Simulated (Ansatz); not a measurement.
# Ge (P6_3/mmc) in Ansatz: a series of runs, part 2 of 2

Ansatz 0.2.0.

### 3 Relaxation of cell and atoms, PBEsol, target pressure 10 GPa, at which the enthalpy is minimised

The input, input.yaml:

```yaml
crystal:
  lattice:
    - [3.9975858431, 0.0, 0.0]
    - [-1.9987929216, 3.462010894, 0.0]
    - [0.0, 0.0, 6.59937795]
  atoms:
    - { symbol: Ge, position: [0.3333333333, 0.6666666667, 0.93709875] }
    - { symbol: Ge, position: [0.6666666667, 0.3333333333, 0.43709875] }
    - { symbol: Ge, position: [0.3333333333, 0.6666666667, 0.56290125] }
    - { symbol: Ge, position: [0.6666666667, 0.3333333333, 0.06290125] }
hamiltonian:
  xc: pbesol
  pseudopotentials: { kind: paw }
kpoints:
  mp_grid: { grid: [8, 8, 4] }
scf:
  occupations: { method: fermi_dirac, width: 0.05 }
output:
  forces: true
  stress: true
  eigenvalues: true
  write_density: true
  write_potential: true
  elf: true
  volumetric_format: npy
relax:
  f_tol: 0.01
  max_steps: 40
  cell: { stress_tol: 0.05, p_target: 10.0 }
```

Potentials or basis: Ansatz PAW.

Run with:

```console
ansatz run input.yaml --threads 2 --pin off --max-ram 5632MiB --backend cpu --events-out ev --progress --plain --runs-dir out
```

The program printed:

```text
Warning: RAYON_NUM_THREADS=2 ignored (pool sized by the plan → 2); use --threads N
Engine: ansatz 0.2.0, x86_64-unknown-linux-gnu
Pseudopotentials: kind: paw
Pseudopotential: Ge, paw, valence charge 14, recommended cutoff 420 eV (normal), Ge.paw.azcp
Functional definition: PBEsol
  exchange = pbesol_x
  correlation = pbesol_c
Crystal: 4 atoms, lattice volume = 91.333 Å³
Basis set: ecut = 420 eV, 1763 PW (Γ), exchange–correlation on 54×54×90 points (8 copies of the dense FFT grid, shifted against one another)
Bands: 34, of which v1, the nominal top of the filled ones, is band 28 counted from 1 (27 counted from 0)
Symmetry: 24 space group operations
Space group: P63/mmc (ITA 194), of the structure as read, at distance tolerance 4.5e-5 Å
k-points: 30 of 256
Non-local potential: Ge, projectors of the file, l = 0: 2, l = 1: 2, l = 2: 3, l = 3: 1
PAW form: soft (Blöchl's): semilocal exchange-correlation on the pseudo side does not see the compensation charge
PAW frozen core: Ge, regenerated for the run's functional, and the local potential with it (the file was generated under x = pbe(κ = 0.804, μ = 0.2195149727645171), c = pbe(β = 0.06672455060314922))
PAW one-centre angular grid: Ge, 590 points (default); XC on 64 Gauss nodes
Initial density: superposition of atomic densities (neutral atoms: chi_scale 0, normalization atom), corrected by the library's trained network
Initial wavefunctions: pseudopotential atomic-orbital guess
Functional: x = pbesol(κ = 0.804, μ = 0.12345679012345678), c = pbesol(β = 0.046)
SCF iter   1: F=—  HF=-17013.919733 eV  |F-HF|=—  |Δ(HF+E_count)|=         —  Δρ=2.26e-3  dr2=5.36e-3  ethr=1.77e-3  ⟨swp⟩=6.0  Hψ=3876  notcnv=0
preconditioner: auto → Kerker (q_TF=auto, 2.515 Å⁻¹)  [metal: Δε(μ)=0.091 eV  Ē_g=22.477 eV  σ=0.050 eV  W_gap=0.42  n_scr=22 (ndim 8)  ℏωp=29.1 eV  f_vac=0.070  D(μ)=0.15/eV (n_scr^D=0)]
SCF iter   2: F=—  HF=-17013.916492 eV  |F-HF|=—  |Δ(HF+E_count)|=   3.24e-3  Δρ=1.63e-3  dr2=2.92e-3  ethr=9.58e-6  ⟨swp⟩=1.9  Hψ=1927  notcnv=0
SCF iter   3: F=—  HF=-17013.916631 eV  |F-HF|=—  |Δ(HF+E_count)|=   1.39e-4  Δρ=9.94e-4  dr2=4.04e-4  ethr=5.22e-6  ⟨swp⟩=2.0  Hψ=1835  notcnv=0
SCF iter   4: F=—  HF=-17013.916132 eV  |F-HF|=—  |Δ(HF+E_count)|=   4.99e-4  Δρ=2.83e-4  dr2=1.31e-4  ethr=7.21e-7  ⟨swp⟩=2.0  Hψ=1835  notcnv=0
SCF iter   5: F=—  HF=-17013.916169 eV  |F-HF|=—  |Δ(HF+E_count)|=   3.75e-5  Δρ=1.95e-4  dr2=2.96e-5  ethr=2.34e-7  ⟨swp⟩=3.0  Hψ=1844  notcnv=0
SCF iter   6: F=—  HF=-17013.916115 eV  |F-HF|=—  |Δ(HF+E_count)|=   5.42e-5  Δρ=3.80e-5  dr2=1.70e-6  ethr=5.29e-8  ⟨swp⟩=3.0  Hψ=1847  notcnv=0
SCF iter   7: F=—  HF=-17013.916116 eV  |F-HF|=—  |Δ(HF+E_count)|=   1.64e-6  Δρ=1.75e-5  dr2=2.07e-7  ethr=3.04e-9  ⟨swp⟩=2.0  Hψ=1840  notcnv=0
SCF iter   8: F=-17013.916116 eV  HF=-17013.916116 eV  |F-HF|=2.69e-8  |Δ(HF+E_count)|=   1.77e-9  Δρ=5.43e-6  dr2=1.74e-8  ethr=1.79e-10  ⟨swp⟩=9.9  Hψ=6682  notcnv=0
SCF 1 converged in 8 iterations: F = -17013.916116 eV  dr2 = 1.74e-8
relax step   1: F+E_penalty+E_count = -17013.91611642 eV  Δ(F+E_penalty+E_count) = +0.000e0 eV  max|allowed force component| = 4.937e-3 eV/Å  Δτ_max = 0.0000 Å  P = -0.028 GPa  Ω = 91.333 Å³  (8 SCF iters, dr2 threshold 1.00e-7 eV, accepted)
[... 40 lines left out ...]
SCF iter   2: F=—  HF=-17013.643107 eV  |F-HF|=—  |Δ(HF+E_count)|=   2.74e-5  Δρ=6.71e-5  dr2=1.55e-6  ethr=1.97e-9  ⟨swp⟩=2.0  Hψ=1861  notcnv=0
SCF iter   3: F=—  HF=-17013.643108 eV  |F-HF|=—  |Δ(HF+E_count)|=   4.25e-7  Δρ=2.34e-5  dr2=2.26e-7  ethr=1.97e-9  ⟨swp⟩=2.0  Hψ=1862  notcnv=0
SCF iter   4: F=—  HF=-17013.643107 eV  |F-HF|=—  |Δ(HF+E_count)|=   1.26e-7  Δρ=4.12e-6  dr2=1.25e-8  ethr=4.04e-10  ⟨swp⟩=2.2  Hψ=1867  notcnv=0
SCF iter   5: F=—  HF=-17013.643107 eV  |F-HF|=—  |Δ(HF+E_count)|=   1.45e-8  Δρ=1.03e-6  dr2=1.46e-9  ethr=2.24e-11  ⟨swp⟩=2.0  Hψ=1857  notcnv=0
SCF iter   6: F=—  HF=-17013.643107 eV  |F-HF|=—  |Δ(HF+E_count)|=   1.15e-9  Δρ=3.38e-7  dr2=1.92e-10  ethr=2.60e-12  ⟨swp⟩=2.0  Hψ=1245  notcnv=0
SCF iter   7: F=-17013.643107 eV  HF=-17013.643107 eV  |F-HF|=0.00e0  |Δ(HF+E_count)|=  8.73e-11  Δρ=6.63e-8  dr2=4.97e-12  ethr=1.00e-12  ⟨swp⟩=5.6  Hψ=3963  notcnv=0
SCF 5 converged in 7 iterations: F = -17013.643107 eV  dr2 = 4.97e-12
relax step   5: F+E_penalty+E_count = -17013.64310744 eV  Δ(F+E_penalty+E_count) = +1.718e-3 eV  max|allowed force component| = 4.077e-4 eV/Å  Δτ_max = 0.0000 Å  P = +9.995 GPa  Ω = 81.486 Å³  stress off target by 1.30e-2 GPa  SCF on the basis re-selected at this cell (its energy is not comparable with the rows above)  (7 SCF iters)
basis re-selected at this cell: Δ(F+E_penalty+E_count) = +1.718e-3 eV, ΔP = +0.008 GPa vs the last step (what re-selecting the basis moved, of the pressure what is left beyond the Pulay correction that the steps carried, after the strain that the cell walked since its last selection, with what the two solves' SCF thresholds leave and, on support functions, any second-order correction that the steps lacked; it is no measure of the basis error at this ecutwfc). This SCF's stress stands 1.30e-2 GPa from its target on what of the cell is left free (relax.cell.stress_tol is 5.00e-2 GPa) and its largest allowed force component is 4.08e-4 eV/Å (relax.f_tol is 1.00e-2 eV/Å): within both
SCF converged after 7 iterations
Free energy (F): -17013.643107 eV
Harris-Foulkes:  -17013.643107 eV  (|F-HF|=0.00e0)
Internal energy: -17013.641436 eV  (E = F + TS)
E sigma→0 (E₀):  -17013.642272 eV
Entropy (-TS):   -0.001672 eV (-0.418 meV/atom)
Fermi energy:    10.152298 eV
--- Per-component energies (eV) ---
  E_band       = -534.426393
  E_kinetic    = 453.067975
  E_local      = -9595.706815  (includes V_loc(G=0)·N_el)
  E_nonlocal   = 1684.240201
  E_hartree    = 4222.280482
  E_xc         = -303.269298
  E_vxc        = -263.409643  (∫ρ·V_xc dr)
  E_paw        = -7918.603295  (= ΣΔE_a)
  E_vpaw       = -1257.180366  (= ΣTr[D̂ρ^β])
  E_aug_tail   = 0.001480  (compensation charges beyond the density's cutoff)
  E_ewald      = -5559.323911
  E_core_change = 3.671745  (= ΣΔE_core)
  E_smearing   = -0.001672  (= −TS)
  E_closure    = -0.000000  (closes the sum)
  Σ components = -17013.643107   (vs F -17013.643107, Δ=0.00e0)
--- Forces (eV/Å), atoms counted from 1 ---
  atom   1  Ge     0.00000000    -0.00000000    -0.00040775
  atom   2  Ge    -0.00000000     0.00000000    -0.00040775
  atom   3  Ge     0.00000000    -0.00000000     0.00040775
  atom   4  Ge    -0.00000000     0.00000000     0.00040775
  max |Σ_I F_I| component: 7.40e-17 eV/Å
--- Stress (GPa, compression-positive) ---
        9.987048       0.000000       0.000000
        0.000000       9.987048       0.000000
        0.000000       0.000000      10.010075
  P = ⅓ Tr σ = 9.9947 GPa (99.947 kbar)
--- Band table (eV; the first three rows and the last of 30) ---
  k-point 0: bands = ["-15.1308", "-15.1308", "-15.0810", "-15.0778", "-15.0778", "-15.0669", "-15.0485", "-15.0485", "-14.9760", "-14.9760", "-14.8066", "-14.8066", "-14.7923", "-14.7734", "-14.7686", "-14.7686", "-14.7353", "-14.7353", "-14.7003", "-14.7003", "-3.7470", "-1.4001", "1.7233", "8.3006", "8.3006", "9.7684", "10.1430", "10.1430", "10.1621", "11.0042", "12.1928", "12.1928", "12.8348", "14.7350"]
  k-point 1: bands = ["-15.1249", "-15.1249", "-15.0901", "-15.0901", "-15.0779", "-15.0678", "-15.0349", "-15.0349", "-14.9866", "-14.9866", "-14.7992", "-14.7992", "-14.7907", "-14.7772", "-14.7723", "-14.7723", "-14.7305", "-14.7305", "-14.7054", "-14.7054", "-3.5381", "-2.0233", "2.7713", "7.5149", "8.4863", "8.4863", "9.7163", "9.7163", "10.3772", "11.8779", "12.6020", "12.6020", "13.6036", "14.2696"]
  k-point 2: bands = ["-15.1096", "-15.1096", "-15.1096", "-15.1096", "-15.0717", "-15.0717", "-15.0103", "-15.0103", "-15.0103", "-15.0103", "-14.7850", "-14.7850", "-14.7841", "-14.7841", "-14.7841", "-14.7841", "-14.7180", "-14.7180", "-14.7180", "-14.7180", "-2.9290", "-2.9290", "4.9262", "4.9262", "9.0075", "9.0075", "9.0075", "9.0075", "11.0060", "11.0060", "13.4011", "13.4011", "13.4011", "13.4011"]
  k-point 29: bands = ["-15.1474", "-15.1474", "-15.1204", "-15.1204", "-15.0368", "-15.0368", "-14.9534", "-14.9534", "-14.9315", "-14.9315", "-14.8734", "-14.8734", "-14.8375", "-14.8375", "-14.8026", "-14.8026", "-14.7053", "-14.7053", "-14.6734", "-14.6734", "-0.3547", "-0.3547", "1.4497", "1.4497", "5.2366", "5.2366", "7.6169", "7.6169", "11.3082", "11.3082", "14.1341", "14.1341", "14.9794", "14.9794"]
--- Relaxed structure (4 steps of the walk, 4 accepted, 1 SCFs on fresh bases) ---
  F+E_penalty+E_count = -17013.64310744 eV   max|allowed force component| = 4.077e-4 eV/Å   (the final SCF, on the basis selected at the relaxed cell)
  cell:  # Å, volume = 81.4858 Å³
    - [3.847806601589767, 2.7785910934350142e-11, 0.0]
    - [-1.923903300818947, 3.332298265812314, 0.0]
    - [0.0, 0.0, 6.355137781017912]
  atoms:
    - { symbol: Ge, position: [0.33333333333333337, 0.6666666666666666, 0.9367737148070322] }
    - { symbol: Ge, position: [0.6666666666666667, 0.3333333333333333, 0.43677371480703187] }
    - { symbol: Ge, position: [0.33333333333333337, 0.6666666666666666, 0.5632262851929684] }
    - { symbol: Ge, position: [0.6666666666666667, 0.3333333333333333, 0.0632262851929682] }
```

Run time: 18 s. Hardware: 2 threads of Intel Xeon Platinum 8175M at 2.50GHz (Skylake/Cascade Lake), shared host; peak memory 0.45 GiB.

What came out:

```yaml
Free_energy: -17013.6431 eV
Relaxed_volume: 20.37 Å³/atom
Relaxed_cell: a = 3.848 Å, b = 3.848 Å, c = 6.355 Å, α = 90.00°, β = 90.00°, γ = 120.00°
Space_group_after_relaxing_to_0.05_Å: P6_3/mmc (No. 194)
Energy_change_on_relaxing_the_enthalpy_is_what_falls: +68.3 meV/atom
Ionic_steps: 5
Pressure_after_relaxing: 10.0 GPa
Band_gap_on_the_k_mesh: 0.02 eV, direct
```

Step by step:
```csv
step,energy change (eV),largest force (eV/Å),volume (Å³)
1,0.0000,0.0049,91.33
2,0.3558,0.0197,80.24
3,0.2569,0.0034,81.72
4,0.2713,0.0004,81.49
5,0.2730,0.0004,81.49
```

Final structure:
```yaml
crystal:
  lattice:
    - [3.84781, 0.00000, 0.00000]
    - [-1.92390, 3.33230, 0.00000]
    - [0.00000, 0.00000, 6.35514]
  atoms:
    - { symbol: Ge, position: [0.33333, 0.66667, 0.93677] }
    - { symbol: Ge, position: [0.66667, 0.33333, 0.43677] }
    - { symbol: Ge, position: [0.33333, 0.66667, 0.56323] }
    - { symbol: Ge, position: [0.66667, 0.33333, 0.06323] }
```

Levels at points of the mesh, in eV from the valence-band top:
```csv
k point,band 25,band 26,band 27,band 28,band 29,band 30,band 31,band 32
"(0.00, 0.00, 0.00)",-1.84,-0.37,0.00,0.00,0.02,0.86,2.05,2.05
"(0.00, 0.00, -0.50)",-1.14,-1.14,-1.14,-1.14,0.86,0.86,3.26,3.26
"(0.00, -0.50, 0.00)",-5.40,-3.66,-3.47,-1.79,0.16,1.78,3.29,3.52
"(0.00, -0.50, -0.50)",-3.03,-3.03,-2.91,-2.91,0.36,0.36,1.78,1.78
```

Caveat: the plane-wave basis is chosen anew once the cell has moved, so the energies of steps on either side of that aren't comparable; the PAW data sets come from PBE, with cores solved anew for the run's functional, which leaves a small shift of forces and pressure.

### 4 Relaxation of cell and atoms, PBEsol, target pressure 20 GPa, at which the enthalpy is minimised

Edit input.yaml of step 3 so:

```diff
@@ -28,2 +28,2 @@
   max_steps: 40
-  cell: { stress_tol: 0.05, p_target: 10.0 }
+  cell: { stress_tol: 0.05, p_target: 20.0 }
```

Run with:

```console
ansatz run input.yaml --threads 2 --pin off --max-ram 5632MiB --backend cpu --events-out ev --progress --plain --runs-dir out
```

Wall time 33 s (2 threads of Intel Xeon Platinum 8175M at 2.50GHz (Skylake/Cascade Lake), shared host); peak memory 0.46 GiB.

The run converged. Its results:

- Free energy: -17013.0935 eV
- Relaxed volume: 18.87 Å³/atom
- Relaxed cell: a = 3.747 Å, b = 3.747 Å, c = 6.207 Å, α = 90.00°, β = 90.00°, γ = 120.00°
- Space group after relaxing (to 0.05 Å): P6_3/mmc (No. 194)
- Energy change on relaxing (the enthalpy is what falls): +205.7 meV/atom
- Ionic steps: 8
- Pressure after relaxing: 20.0 GPa
- Band gap on the k mesh: none (metal or under the smearing width)

The path:
```tsv
step	energy change (eV)	largest force (eV/Å)	volume (Å³)
1	0.0000	0.0049	91.33
2	0.4746	0.0083	78.76
3	0.9565	0.0128	74.44
4	0.8261	0.1636	75.47
5	0.8173	0.0208	75.51
6	0.8200	0.0122	75.48
7	0.8197	0.0001	75.49
8	0.8227	0.0000	75.49
```

Final structure:
```yaml
crystal:
  lattice:
    - [3.74727, 0.00000, 0.00000]
    - [-1.87364, 3.24523, 0.00000]
    - [0.00000, 0.00000, 6.20737]
  atoms:
    - { symbol: Ge, position: [0.33333, 0.66667, 0.93629] }
    - { symbol: Ge, position: [0.66667, 0.33333, 0.43629] }
    - { symbol: Ge, position: [0.33333, 0.66667, 0.56371] }
    - { symbol: Ge, position: [0.66667, 0.33333, 0.06371] }
```

Levels at points of the mesh, in eV from the Fermi level:
| k point | band 25 | band 26 | band 27 | band 28 | band 29 | band 30 | band 31 | band 32 |
| --- | --- | --- | --- | --- | --- | --- | --- | --- |
| (0.00, 0.00, 0.00) | -1.98 | -0.45 | 0.04 | 0.04 | 0.29 | 1.53 | 2.02 | 2.02 |
| (0.00, 0.00, -0.50) | -1.21 | -1.21 | -1.21 | -1.21 | 1.16 | 1.16 | 3.30 | 3.30 |
| (0.00, -0.50, 0.00) | -5.87 | -3.97 | -3.84 | -1.93 | 0.05 | 2.00 | 3.21 | 3.50 |
| (0.00, -0.50, -0.50) | -3.29 | -3.29 | -3.16 | -3.16 | 0.37 | 0.37 | 1.67 | 1.67 |

Caveat: the volume moved by over 15 % at a fixed basis, so the end points are rough; the plane-wave basis is chosen anew once the cell has moved, so the energies of steps on either side of that aren't comparable; the PAW data sets come from PBE, with cores solved anew for the run's functional, which leaves a small shift of forces and pressure.

### 5 Relaxation of cell and atoms, PBEsol, target pressure 30 GPa, at which the enthalpy is minimised

Edit input.yaml of step 4 so:

```diff
@@ -28,2 +28,2 @@
   max_steps: 40
-  cell: { stress_tol: 0.05, p_target: 20.0 }
+  cell: { stress_tol: 0.05, p_target: 30.0 }
```

Potentials or basis: Ansatz PAW.

Run with:

```console
ansatz run input.yaml --threads 2 --pin off --max-ram 5632MiB --backend cpu --events-out ev --progress --plain --runs-dir out
```

The program printed:

```text
Warning: RAYON_NUM_THREADS=2 ignored (pool sized by the plan → 2); use --threads N
[... 4 set-up lines as earlier in the session ...]
[... 134 lines left out ...]
  k-point 1: bands = ["-13.3560", "-13.3560", "-13.3055", "-13.3055", "-13.2872", "-13.2817", "-13.2327", "-13.2327", "-13.1634", "-13.1634", "-12.8948", "-12.8948", "-12.8878", "-12.8763", "-12.8633", "-12.8633", "-12.7971", "-12.7971", "-12.7650", "-12.7650", "-2.6160", "-0.8814", "4.1914", "9.5373", "10.4470", "10.4470", "11.8727", "11.8727", "13.0538", "14.7115", "14.7747", "14.7747", "16.5703", "16.6174"]
  k-point 2: bands = ["-13.3337", "-13.3337", "-13.3337", "-13.3337", "-13.2825", "-13.2825", "-13.1976", "-13.1976", "-13.1976", "-13.1976", "-12.8839", "-12.8839", "-12.8754", "-12.8754", "-12.8754", "-12.8754", "-12.7822", "-12.7822", "-12.7822", "-12.7822", "-1.9273", "-1.9273", "6.6398", "6.6398", "11.0457", "11.0457", "11.0457", "11.0457", "13.7141", "13.7141", "15.6480", "15.6480", "15.6480", "15.6480"]
  k-point 29: bands = ["-13.3815", "-13.3815", "-13.3449", "-13.3449", "-13.2351", "-13.2351", "-13.1173", "-13.1173", "-13.0856", "-13.0856", "-13.0043", "-13.0043", "-12.9497", "-12.9497", "-12.9035", "-12.9035", "-12.7685", "-12.7685", "-12.7249", "-12.7249", "1.0834", "1.0834", "2.9549", "2.9549", "6.5881", "6.5881", "9.3600", "9.3600", "13.5607", "13.5607", "16.1828", "16.1828", "17.4944", "17.4944"]
--- Relaxed structure (6 steps of the walk, 6 accepted, 1 SCFs on fresh bases) ---
  F+E_penalty+E_count = -17012.42609949 eV   max|allowed force component| = 2.159e-3 eV/Å   (the final SCF, on the basis selected at the relaxed cell)
  cell:  # Å, volume = 71.1695 Å³
    - [3.6713922570502686, 2.6511983410710256e-11, 0.0]
    - [-1.8356961285480944, 3.1795189618497646, 0.0]
    - [0.0, 0.0, 6.0967968909311265]
  atoms:
    - { symbol: Ge, position: [0.3333333333333333, 0.6666666666666665, 0.9358517545470252] }
    - { symbol: Ge, position: [0.6666666666666665, 0.3333333333333333, 0.43585175454702507] }
    - { symbol: Ge, position: [0.3333333333333333, 0.6666666666666665, 0.5641482454529749] }
    - { symbol: Ge, position: [0.6666666666666665, 0.3333333333333333, 0.0641482454529749] }
```

rho_z.tsv:

```text
# z_ang	rho[e/angstrom^3]
# format = ansatz-planar-average/11
# lattice	3.671392257	0.000000000	0.000000000
# lattice	-1.835696129	3.179518962	0.000000000
# lattice	0.000000000	0.000000000	6.096796891
# sites	4
# site	32	-0.000000000	2.119679308	5.705698067
# site	32	1.835696129	1.059839654	2.657299622
# site	32	-0.000000000	2.119679308	3.439497269
# site	32	1.835696129	1.059839654	0.391098823
0.000000	1.033257e0
0.135484	1.224817e0
0.270969	1.615603e0
0.406453	1.753364e0
0.541938	1.408711e0
0.677422	8.743662e-1
[... 37 lines left out ...]
5.825828	1.615603e0
5.961313	1.224817e0
```

v_z.tsv:

```text
# z_ang	v_es[eV]	v_tot[eV]
# format = ansatz-planar-average/11
# xc	pbesol
# density_cutoff_ev	1680
# datasets	Ge=:simpson_from_first_knot:soft:shift=-1170623
# lattice	3.671392257	0.000000000	0.000000000
# lattice	-1.835696129	3.179518962	0.000000000
# lattice	0.000000000	0.000000000	6.096796891
# sites	4
# site	32	-0.000000000	2.119679308	5.705698067
# site	32	1.835696129	1.059839654	2.657299622
# site	32	-0.000000000	2.119679308	3.439497269
# site	32	1.835696129	1.059839654	0.391098823
0.000000	-7.737649e-1	-1.365219e1
0.135484	-5.287708e-1	-1.330780e1
0.270969	2.411505e-1	-1.228150e1
0.406453	1.494254e0	-1.065529e1
0.541938	2.967633e0	-8.677468e0
0.677422	4.459862e0	-6.558632e0
[... 37 lines left out ...]
5.825828	2.411505e-1	-1.228150e1
5.961313	-5.287708e-1	-1.330780e1
```

Run time: 26 s. Hardware: 2 threads of Intel Xeon Platinum 8175M at 2.50GHz (Skylake/Cascade Lake), shared host; peak memory 0.46 GiB.

Results:

```yaml
Free_energy: -17012.4261 eV
Relaxed_volume: 17.79 Å³/atom
Relaxed_cell: a = 3.671 Å, b = 3.671 Å, c = 6.097 Å, α = 90.00°, β = 90.00°, γ = 120.00°
Space_group_after_relaxing_to_0.05_Å: P6_3/mmc (No. 194)
Energy_change_on_relaxing_the_enthalpy_is_what_falls: +372.5 meV/atom
Ionic_steps: 7
Pressure_after_relaxing: 30.0 GPa
Band_gap_on_the_k_mesh: none (metal or under the smearing width)
```

Forces in eV/Å, atoms in the order of the input:
```
Ge   0.000  0.000  0.002
Ge   0.000  0.000  0.002
Ge   0.000  0.000 -0.002
Ge   0.000  0.000 -0.002
```

The path:
| step | energy change (eV) | largest force (eV/Å) | volume (Å³) |
| --- | --- | --- | --- |
| 1 | 0.0000 | 0.0049 | 91.33 |
| 2 | 0.4745 | 0.0046 | 78.76 |
| 3 | 2.1231 | 0.0519 | 68.19 |
| 4 | 1.4684 | 0.0341 | 71.27 |
| 5 | 1.4849 | 0.0017 | 71.18 |
| 6 | 1.4862 | 0.0022 | 71.17 |
| 7 | 1.4900 | 0.0022 | 71.17 |

Final structure:
```xyz
4
Lattice="3.6714 0.0000 0.0000 -1.8357 3.1795 0.0000 0.0000 0.0000 6.0968" Properties=species:S:1:pos:R:3 pbc="T T T"
Ge    0.0000    2.1197    5.7057
Ge    1.8357    1.0598    2.6573
Ge    0.0000    2.1197    3.4395
Ge    1.8357    1.0598    0.3911
```

Caveat: the volume moved by over 15 % at a fixed basis, so the end points are rough; the plane-wave basis is chosen anew once the cell has moved, so the energies of steps on either side of that aren't comparable; the PAW data sets come from PBE, with cores solved anew for the run's functional, which leaves a small shift of forces and pressure.

### 6 The runs side by side

```csv
cell,target pressure (GPa),gap on the mesh (eV),pressure (GPa)
relaxed to 5 GPa,5,none,5.0
relaxed to 10 GPa,10,0.02,10.0
relaxed to 20 GPa,20,none,20.0
relaxed to 30 GPa,30,none,30.0
```

Alike in all rows: task relaxation of cell and atoms; level PBEsol; potentials or basis Ansatz PAW; no spin polarisation; k mesh 8 × 8 × 4; cutoff (eV) 420; smearing fermi-dirac 0.05 eV.

Caveats: the plane-wave basis is chosen anew once the cell has moved, so the energies of steps on either side of that aren't comparable; the PAW data sets come from PBE, with cores solved anew for the run's functional, which leaves a small shift of forces and pressure; the volume moved by over 15 % at a fixed basis, so the end points are rough (some runs).

Absolute energies hang on the potentials; compare differences alone.
